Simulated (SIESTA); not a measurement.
## ZrSe2 under changes of volume

One of the cells (25.784 Å³/atom); the others are scaled copies at fixed shape and fractional positions:

```
Zr Se
1.0
     3.79800    0.00000    0.00000
    -1.89900    3.28916    0.00000
     0.00000    0.00000    6.19200
Zr Se
1 2
Direct
  0.00000 0.00000 0.00000
  0.66667 0.33333 0.75000
  0.33333 0.66667 0.25000
```

- Program: SIESTA 5.4.2
- Functional: LDA
- Potentials or basis: PseudoDojo 0.4 standard (LDA files)
- Basis: DZP (energy shift 0.003 Ry; two zetas on semicore shells)
- Grid cutoff: 800 Ry
- Energy shift: 0.003 Ry
- k mesh: 8 × 8 × 5
- Occupations: fermi-dirac, width 0.05 eV
- Spin: no spin polarisation

```csv
volume (Å³/atom),energy over the lowest point (meV/atom),pressure (GPa),gap on the mesh (eV),largest force (eV/Å)
24.237,13.74,4.2,0.20,0.913
24.753,3.63,2.1,0.23,0.646
25.268,0.00,0.2,0.25,0.396
25.784,2.21,-1.6,0.27,0.167
26.300,9.69,-3.1,0.29,0.044
26.815,21.94,-4.5,0.31,0.237
27.331,?,?,?,?
```

Q: What does the run at 27.331 Å³/atom give?

A: Energy over the lowest point 38.44 meV/atom; pressure -5.7 GPa; gap on the mesh 0.32 eV; largest force 0.416 eV/Å.

Worked out: A Birch-Murnaghan fit of order 3 (a polynomial in V^(-2/3)) to the other rows has its minimum at 25.32 Å³/atom with B0 = V·E''(V) = 88 GPa and B' = 4.0 at fixed shape and positions, which overstates the stiffness. It gives 38.52 meV/atom at 27.331 Å³/atom, against the run's 38.44, and -dE/dV = -5.8 GPa, against -5.7. A straight line through the other rows of the gap, of slope 1.06 eV per unit of ln V, extrapolates to 0.33 eV, against the run's 0.32.

Energies are extrapolated to zero smearing.

Caveats: an odd mesh through Γ misses points on the zone boundary, where band edges often lie; the basis of atomic orbitals isn't converged, which shifts pressures, moduli and gaps. Spin-orbit coupling on Se, Zr is left out.
